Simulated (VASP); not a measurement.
# KCl (Pm-3m) in VASP: settings compared, part 2 of 2

VASP 6.6.1. Earlier steps stand in the parts before.

**3. EvGW0 quasiparticle levels, PBE**

POSCAR reads:

```
KCl
1.0
    3.8391960000      0.0000000000      0.0000000000
    0.0000000000      3.8391960000      0.0000000000
    0.0000000000      0.0000000000      3.8391960000
K Cl
1 1
Direct
    0.0000000000      0.0000000000      0.0000000000
    0.5000000000      0.5000000000      0.5000000000
```

INCAR.step1 reads:

```
ALGO = Normal
EDIFF = 1E-8
ENCUT = 500
GGA = PE
ISMEAR = 0
KPAR = 4
LASPH = True
LCHARG = False
LREAL = False
LWAVE = True
NELM = 80
PREC = Accurate
SIGMA = 0.01
```

INCAR.step2 reads:

```
ALGO = Exact
EDIFF = 1E-8
ENCUT = 500
GGA = PE
ISMEAR = 0
ISTART = 1
KPAR = 4
LASPH = True
LCHARG = False
LOPTICS = True
LREAL = False
LWAVE = True
NBANDS = 244
NELM = 1
PREC = Accurate
SIGMA = 0.01
```

INCAR.step3 reads:

```
ALGO = EVGW0
EDIFF = 1E-8
ENCUT = 500
ENCUTGW = 150
GGA = PE
ISMEAR = 0
ISTART = 1
KPAR = 4
LASPH = True
LCHARG = False
LREAL = False
LWAVE = False
NBANDS = 244
NBANDSGW = 16
NELMGW = 4
NOMEGA = 50
PREC = Accurate
PRECFOCK = Fast
SIGMA = 0.01
```

KPOINTS reads:

```
k-points
0
Gamma
  4 4 4
```

Potentials or basis: VASP PAW PBE potentials, release 64 (K_sv_GW, Cl_GW).

Launch:

```bash
> cat potpaw_PBE.64/K_sv_GW/POTCAR potpaw_PBE.64/Cl_GW/POTCAR > POTCAR
> cp INCAR.step1 INCAR
> mpirun -np 4 vasp_std > vasp.out
> cp INCAR.step2 INCAR
> mpirun -np 4 vasp_std > vasp.out
> cp INCAR.step3 INCAR
> mpirun -np 4 vasp_std > vasp.out
```

OUTCAR:

```text
EDIFF = 1E-8
   ENCUT = 500
   ENCUTGW = 150
   GGA = PE
   ISMEAR = 0
   ISTART = 1
   LASPH = True
   LREAL = False
   NELMGW = 4
   PREC = Accurate
   PRECFOCK = Fast

 ion  position               nearest neighbor table
   1  0.000  0.000  0.000-
   2  0.500  0.500  0.500-

  LATTYP: Found a simple cubic cell.
 ALAT       =     3.8391960000

  Lattice vectors:

 A1 = (   3.8391960000,   0.0000000000,   0.0000000000)
 A2 = (   0.0000000000,   3.8391960000,   0.0000000000)
 A3 = (   0.0000000000,   0.0000000000,   3.8391960000)

Analysis of symmetry for initial positions (statically):
=====================================================================
 Subroutine PRICEL returns:
 Original cell was already a primitive cell.

 Routine SETGRP: Setting up the symmetry group for a
 simple cubic supercell.

 Subroutine GETGRP returns: Found 48 space group operations
 (whereof 48 operations were pure point group operations)
 out of a pool of 48 trial point group operations.

The static configuration has the point symmetry O_h .

Analysis of symmetry for dynamics (positions and initial velocities):
=====================================================================
 Subroutine PRICEL returns:
 Original cell was already a primitive cell.

 Routine SETGRP: Setting up the symmetry group for a
 simple cubic supercell.

 Subroutine GETGRP returns: Found 48 space group operations
 (whereof 48 operations were pure point group operations)
 out of a pool of 48 trial point group operations.

[... 79 lines left out ...]
   ISPIN  =      1    spin polarized calculation?
   LNONCOLLINEAR =      F non collinear calculations
   LSORBIT =      F    spin-orbit coupling
   LASPH  =      T    aspherical Exc in radial PAW
   ENCUT  =  500.0 eV  36.75 Ry    6.06 a.u.   7.00  7.00  7.00*2*pi/ulx,y,z
   NELM   =     60;   NELMIN=  2; NELMDL=  0     # of ELM steps
   EDIFF  = 0.1E-07   stopping-criterion for ELM
   LREAL  =      F    real-space projection
   EDIFFG = 0.1E-06   stopping-criterion for IOM
   NSW    =      0    number of steps for IOM
   IBRION =     -1    ionic relax: 0-MD 1-quasi-New 2-CG
   NFREE  =      0    steps in history (QN), initial steepest desc. (CG)
   ISIF   =      0    stress and relaxation
   ISYM   =      3    0-nonsym 1-usesym 2-fastsym
   POTIM  = 0.5000    time-step for ionic-motion
   TEBEG  =    0.0;   TEEND  =   0.0 temperature during run
   PSTRESS=    0.0 pullay stress
   NELECT =      16.0000    total number of electrons
   NUPDOWN=      -1.0000    fix difference up-down
   EMIN   =  10.00;   EMAX   =-10.00  energy-range for DOS
   EFERMI =   0.00;   METHOD = LEGACY
   ISMEAR =     0;   SIGMA  =   0.01  broadening in eV -4-tet -1-fermi 0-gaus
   EFERMI_NEDOS =   21; number of points for ismear=-14 and -15
   IALGO  =     38    algorithm
   IMIX   =      4    mixing-type and parameters
     AMIX     =   0.40;   BMIX     =  1.00
     AMIX_MAG =   1.60;   BMIX_MAG =  1.00
  volume/ion in A,a.u.               =      28.29       190.94
  Fermi-wavevector in a.u.,A,eV,Ry     =   1.074504  2.030517 15.708715  1.154558
  Thomas-Fermi vector in A             =   2.210334
   LORBIT       =      0    0 simple, 1 ext, 2 COOP (PROOUT), +10 PAW based schemes
   GGA     = PE    functional components
   LHFCALC =     T    Hartree Fock is set to
   PRECFOCK=fast      Normal, Fast or Accurate (Low or Medium for compatibility)
   ENCUT4O =  -1.0   cutoff for four orbital integrals eV
   NKREDX  =     1    reduce k-point grid by
   NKREDY  =     1    reduce k-point grid by
   NKREDZ  =     1    reduce k-point grid by
   AEXX    =    1.0000 exact exchange contribution
   HFSCREEN=    0.0000 screening length (either q_TF or 0.3 A-1)
   HFSCREENC=   0.0000 screening length for correlation (either q_TF or 0.3 A-1)
   ENCUTFOCK=  -1.0 apply spherical cutoff to Coloumb kernel
   IVDW    =     0    specifies the selected vdW correction
   LEPSILON=     F    determine dielectric tensor
   LRPA    =     F    only Hartree local field effects (RPA)
   LRPAFORCE           =     F    calculate RPA forces
   ENCUTGW             = 150.0    cutoff for response function in eV
   ENCUTGWSOFT         = 120.0    soft cutoff for Coulomb kernel in GW response function in eV
   ENCUTLF             =  -1.0    cutoff for local field effects
   NELMGW              =     4    number of iterations in solving QP/BSE equation
   NELMHF              =     1    number of iterations in the inner HF iteration
   NKREDLFX            =     1    NKREDLFY  =   1   NKREDLFZ  =   1
 non-spin polarized calculation
 Gauss-broadening in eV      SIGMA  =   0.01
  energy-cutoff  :      500.00
  volume of cell :       56.59
 maximum number of plane-waves:      1472
 NGX is ok and might be reduce to    28
  NGX = 16; NGY = 16; NGZ = 16
   NGX = 13   NGY = 13   NGZ = 13
 maximum number of plane-waves:       251

 QP shifts <psi_nk| G(iteration)W_0 |psi_nk>: iteration 1
 for sc-GW calculations column KS-energies equals QP-energies in previous step
 and V_xc(KS)=  KS-energies - (<T + V_ion + V_H > + <T+V_H+V_ion>^1  + <V_x>^1)

 k-point   1 :       0.0000    0.0000    0.0000
  band No.  KS-energies  QP-energies   sigma(KS)   V_xc(KS)     V^pw_x(r,r')   Z            occupation Imag(sigma)

      1     -27.5664     -29.4622     -21.5258     -18.4922     -30.7137       0.6249       2.0000       0.7027
      2     -12.0746     -13.5044     -17.1630     -15.0694     -24.2672       0.6829       2.0000       1.2617
      3     -10.9528     -14.1036     -21.7996     -17.8936     -24.7346       0.8066       2.0000       0.1206
      4     -10.9528     -14.1036     -21.7996     -17.8936     -24.7346       0.8066       2.0000       0.1206
      5     -10.9528     -14.1036     -21.7996     -17.8936     -24.7346       0.8066       2.0000       0.1206
      6       0.2904      -1.6439     -16.6752     -14.2236     -18.6003       0.7890       2.0000       0.0977
[... 781 lines left out ...]
      2     -13.7549     -13.7820     -17.6335       3.8404     -24.5587       0.7112       2.0000       1.1450
      3     -14.8782     -14.8953     -21.4063       6.5069     -24.4909       0.8059       2.0000       0.1300
      4     -14.8782     -14.8953     -21.4063       6.5069     -24.4909       0.8059       2.0000       0.1300
      5     -14.8782     -14.8953     -21.4063       6.5069     -24.4909       0.8059       2.0000       0.1300
      6      -3.3014      -3.3134     -15.4039      12.0872     -17.6264       0.7846       2.0000       0.1257
[... 8 lines left out ...]
     15      16.2084      16.2154     -10.7069      26.9240      -6.4705       0.8082       0.0000      -0.2417
     16      16.2084      16.2154     -10.7069      26.9240      -6.4705       0.8082       0.0000      -0.2417
```

OUTCAR.step2:

```text
EDIFF = 1E-8
   ENCUT = 500
   GGA = PE
   ISMEAR = 0
[... 770 lines left out ...]
  --------------------------------------------------------------------------------------------------------------
     0.00000     2.82392     2.82392     2.82392    -0.00000    -0.00000    -0.00000
     2.07700     2.92271     2.92271     2.92271    -0.00000    -0.00000    -0.00000
     4.15399     3.38648     3.38648     3.38648    -0.00000    -0.00000    -0.00000
     6.23099     4.33901     4.33901     4.33901    -0.00000    -0.00000    -0.00000
     8.30798     2.64784     2.64784     2.64784    -0.00000    -0.00000    -0.00000
    10.38498    -0.44762    -0.44762    -0.44762     0.00000     0.00000    -0.00000
[... 92 lines left out ...]
   203.54554     0.99091     0.99091     0.99091     0.00000     0.00000     0.00000
   205.62254     0.99111     0.99111     0.99111     0.00000     0.00000     0.00000
```

It took 2.5 min on 4 MPI ranks of Intel Xeon 6975P-C (Granite Rapids), shared host; peak memory 0.64 GiB.

Results:

* Band gap on the k mesh, mean-field level: 4.80 eV, indirect (least direct gap 5.00 eV)
* Quasiparticle gap: 7.93 eV
* Least direct quasiparticle gap: 8.17 eV

Levels at points of the mesh, in eV from the valence-band top:
| k point | band 6 | band 7 | band 8 | band 9 | band 10 | band 11 |
| --- | --- | --- | --- | --- | --- | --- |
| (0.00, 0.00, 0.00) | -0.20 | -0.20 | -0.20 | 4.80 | 6.56 | 6.56 |
| (0.50, 0.00, 0.00) | -1.75 | -0.21 | -0.21 | 7.68 | 7.90 | 8.23 |
| (0.50, 0.50, 0.00) | -1.19 | -1.19 | 0.00 | 6.18 | 7.27 | 8.90 |
| (0.50, 0.50, 0.50) | -1.31 | -1.31 | -1.31 | 8.75 | 8.75 | 8.75 |

Quasiparticle gap after each update of the energies (eV): 7.44, 7.85, 7.92, 7.93

Caveat: bands, screening cutoff and mesh are small and nothing is extrapolated, so the quasiparticle values aren't converged. A k mesh can miss the band edges.
